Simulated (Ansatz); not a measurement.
Crystal: TiO.

```
CELL_PARAMETERS angstrom
3.00943 0.00000 0.00000
-1.50472 2.60625 0.00000
0.00000 0.00000 2.93706
ATOMIC_POSITIONS crystal
Ti 0.00000 0.00000 0.00000
O 0.66667 0.33333 0.50000
```

The cell comes from a database or a generator and needn't be the stable form of this composition.

Below is the output of Ansatz 0.2.0 for this cell. Logs are shortened: lines on timing, memory, paths and dates and some standing lists are left out, and cuts for length are marked.

```text
Warning: output.stress: scf.convergence.dr2_threshold = 1e-7 eV (the SCF's general default) is looser than the 2e-10 eV advised for a printed stress (1e-10 eV for each atom of the cell: 2). What an SCF threshold leaves in a stress goes as its square root, and in the free energy as the threshold itself, and one threshold admits the most on a small cell: of the crystals measured, under no hybrid functional and no lock of the moments, on runs that ended without the residual-converged pass, on stresses that held no estimate of that error, the worst erred by over 100 MPa in a component at 1e-7 eV an atom and by under 5 at 1e-10. Set scf.convergence.dr2_threshold to 2e-10 eV or tighter. The threshold is an SCF's pass mark: one that does not reach it within its budget of iterations ends unconverged, or closes short of it on a stop that the run arms, and scf.convergence.dr2_threshold's page says what that costs each kind of run
Warning: output.stress: scf.exx.energy_threshold = 1e-6 eV is looser than the 2e-8 eV advised for a stress under a hybrid functional (1e-8 eV for each atom of the cell: 2). Every SCF of the exchange loop can meet its threshold on dr2 while the loop round them stops early: no threshold on dr2 bounds what that leaves in the stress. Set scf.exx.energy_threshold to 2e-8 eV or tighter. The threshold is the loop's pass mark: a loop that does not reach it within its budget of cycles ends unconverged, and scf.exx.energy_threshold's page has the law
Warning: RAYON_NUM_THREADS=2 ignored (pool sized by the plan → 2); use --threads N
Engine: ansatz 0.2.0, x86_64-unknown-linux-gnu
Pseudopotentials: kind: paw
Pseudopotential: Ti, paw, valence charge 12, recommended cutoff 500 eV (meta_gga), Ti.paw.azcp
Pseudopotential: O, paw, valence charge 6, recommended cutoff 500 eV (meta_gga), O.paw.azcp
Functional definition: unnamed
  parameter a_1 = 0.35
  exchange = (1 - a_1)*r2scan_x + a_1*exact_x
  correlation = r2scan_c
Crystal: 2 atoms, lattice volume = 23.036 Å³
Basis set: ecut = 500 eV, 599 PW (Γ), exchange–correlation on 96×96×96 points (64 copies of the dense FFT grid, shifted against one another)
Bands: 13, of which v1, the nominal top of the filled ones, is band 9 counted from 1 (8 counted from 0)
Symmetry: 12 space group operations
Space group: P-6m2 (ITA 187), of the structure as read, at distance tolerance 2.8e-5 Å
k-points: 21 of 180 (time reversal used)
Non-local potential: Ti, projectors of the file, l = 0: 3, l = 1: 2, l = 2: 3, l = 3: 1
Non-local potential: O, projectors of the file, l = 0: 2, l = 1: 2, l = 2: 1
PAW form: soft (Blöchl's): semilocal exchange-correlation on the pseudo side does not see the compensation charge
PAW frozen core: Ti, regenerated for the run's functional, and the local potential with it (the file was generated under x = pbe(κ = 0.804, μ = 0.2195149727645171), c = pbe(β = 0.06672455060314922))
PAW frozen core: O, regenerated for the run's functional, and the local potential with it (the file was generated under x = pbe(κ = 0.804, μ = 0.2195149727645171), c = pbe(β = 0.06672455060314922))
PAW one-centre angular grid: Ti, 590 points (default); XC on 160 Gauss nodes
PAW one-centre angular grid: O, 302 points (default); XC on 160 Gauss nodes
Initial density: superposition of atomic densities (neutral atoms: chi_scale 0, normalization atom), corrected by the library's trained network
Initial wavefunctions: pseudopotential atomic-orbital guess
Functional: x = r2scan, c = r2scan; τ floored in thin density (d = 2e-4 eV/Å³), warm-up for x = 0.65 r2scan + 0.35 exact, c = r2scan; τ floored in thin density (d = 2e-4 eV/Å³)
[... 82 lines left out ...]
Frozen-core exchange: fock
Harris-Foulkes:  -3072.600351 eV  (|F-HF|=4.32e-9)
Internal energy: -3072.600351 eV  (E = F + TS)
E sigma→0 (E₀):  -3072.600351 eV
Entropy (-TS):   -0.000000 eV (-0.000 meV/atom)
Fermi energy:    14.217593 eV
--- Per-component energies (eV) ---
  E_band       = -228.128279
  E_kinetic    = 445.023393
  E_local      = -1024.369120  (includes V_loc(G=0)·N_el)
  E_nonlocal   = 50.510279
  E_hartree    = 395.938545
  E_xc         = -113.733534
  E_vxc        = -157.987671  (∫ρ·V_xc dr)
  E_exx        = -92.494378  (= α·E_x^exact, valence–valence)
  E_paw        = -1172.107618  (= ΣΔE_a)
  E_vpaw       = -156.311750  (= ΣTr[D̂ρ^β])
  E_aug_tail   = 0.001148  (compensation charges beyond the density's cutoff)
  E_vtau       = 8.116315  (kinetic-family band-sum trace: ∫τ·v_τ [+ j·A + Jᵃ·Aᵃ] dr)
  E_ewald      = -1560.945093
  E_core_change = -0.423971  (= ΣΔE_core)
  E_smearing   = -0.000000  (= −TS)
  E_closure    = 0.000000  (closes the sum)
  Σ components = -3072.600351   (vs F -3072.600351, Δ=4.55e-13)
--- Forces (eV/Å), atoms counted from 1 ---
  atom   1  Ti     0.00000000    -0.00000000     0.00000000
  atom   2  O      0.00000000     0.00000000     0.00000000
  max |Σ_I F_I| component: 3.70e-17 eV/Å
--- Stress (GPa, compression-positive) ---
      -41.163783       0.000000       0.000000
        0.000000     -41.163783       0.000000
        0.000000       0.000000     -32.095008
  P = ⅓ Tr σ = -38.1409 GPa (-381.409 kbar)
--- Band table (eV; the first three rows and the last of 21) ---
  k-point 0: bands = ["-52.8074", "-26.0604", "-25.9377", "-25.9377", "-11.7015", "6.6803", "6.6803", "6.9481", "9.8437", "15.6544", "16.6474", "16.6474", "17.8542"]
  k-point 1: bands = ["-52.7930", "-26.2203", "-25.9269", "-25.9269", "-11.3932", "5.0837", "6.8308", "6.8308", "11.5467", "15.8096", "15.8096", "16.9222", "17.9996"]
  k-point 2: bands = ["-52.7695", "-26.4714", "-25.9095", "-25.9095", "-10.8658", "3.1533", "7.0759", "7.0759", "13.6292", "15.0252", "15.0252", "17.5967", "17.5967"]
  k-point 20: bands = ["-52.6984", "-26.3204", "-26.2252", "-26.2164", "-10.6527", "4.2422", "4.5989", "5.7405", "12.6471", "16.7446", "17.3740", "18.1611", "18.8997"]
```

Problem. What input gives this log?

Solution. Single point with r2SCAN0 form with a typed share of exact exchange, no spin polarisation. The files as run (others can give the same):

input.yaml
```yaml
crystal:
  lattice:
    - [3.00943415, 0.0, 0.0]
    - [-1.50471708, 2.60624643, 0.0]
    - [0.0, 0.0, 2.93705863]
  atoms:
    - { symbol: Ti, position: [0.0, 0.0, 0.0] }
    - { symbol: O, position: [0.6666666667, 0.3333333333, 0.5] }
hamiltonian:
  xc: { exchange: r2scan, correlation: r2scan, exx: { coeff: 0.35 } }
  pseudopotentials: { kind: paw }
kpoints:
  mp_grid: { grid: [6, 6, 5] }
scf:
  occupations: { method: fermi_dirac, width: 0.05 }
output:
  forces: true
  stress: true
  eigenvalues: true
```

Potentials or basis: Ansatz PAW.
Command:
```sh
$ ansatz run input.yaml --threads 2 --pin off --max-ram 5632MiB --backend cpu --events-out ev --progress --plain --runs-dir out
```

Caveat: the k mesh is coarse (spacing up to 0.43 Å⁻¹), so the values aren't converged, least of all with exact exchange; a pressure of tens of GPa on the cell as given is suspect, and the run, the potentials or the cell itself is likely at fault; odd divisions of the mesh miss points on the zone boundary, where band edges often lie, so the gap on the mesh can be too wide; the PAW data sets come from PBE, with cores solved anew for the run's functional, which leaves a small shift of forces and pressure; the thresholds are loose for stress.
